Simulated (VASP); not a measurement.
# TiAl: convergence, self-consistent run

TiAl, P-6m2 (no. 187), 2 atoms in the cell. RSCAN; PAW potentials Ti_sv, Al (PBE set). VASP 6.6.1.

Wanted: energy within 0.2 meV/atom; Fermi level within 0.005 eV.

What the run is for: comparing ways to start; Accuracy asked: tight.

POSCAR:
```
TiAl
1.0
    2.8672622327      0.0000000000      0.0000000000
   -1.4336311163      2.4831219328      0.0000000000
    0.0000000000      0.0000000000      4.6780830000
Ti Al
1 1
Direct
    0.0000000000      0.0000000000      0.0000000000
    0.3333333333      0.6666666667      0.5000000000
```

## How the run starts (with a second run first, the time holds both)

| How the run starts (with a second run first, the time holds both) | Energy less reference (meV/atom) | Fermi level (eV) | Time (s) |
|---|---|---|---|
| from scratch: 20 SCF iterations | 0.00 | 7.8083 | 64 |
| PBE orbitals (WAVECAR): 12 + 12 SCF iterations | 0.00 | 7.8083 | 52 |
| PBE density (CHGCAR): 12 + 24 SCF iterations | 0.00 | 7.8082 | 85 |
| loose PBE orbitals: 11 + 12 SCF iterations | 0.00 | 7.8083 | 51 |

Chosen: from scratch: 20 SCF iterations; no other choice that stays within the tolerance saves 30 % of the time.

The chosen settings are those of the reference run.

## The input

INCAR:
```
  ALGO = Normal
  EDIFF = 1E-6
  ENCUT = 440
  GGA_COMPAT = F
  ISIF = 2
  ISMEAR = 1
  LASPH = T
  LCHARG = F
  LMIXTAU = T
  LREAL = F
  LWAVE = F
  METAGGA = RSCAN
  NELM = 120
  PREC = Accurate
  SIGMA = 0.1
```

KPOINTS:
```
k-points
0
Gamma
  13 13 7
```

Commands:
```
cat potpaw_PBE.64/Ti_sv/POTCAR potpaw_PBE.64/Al/POTCAR > POTCAR
mpirun -np 1 vasp_std > vasp.out
```

The chosen input took VASP 6.6.1 64 s on 1 core (Intel Xeon Platinum 8488C (Sapphire Rapids)), a shared host.
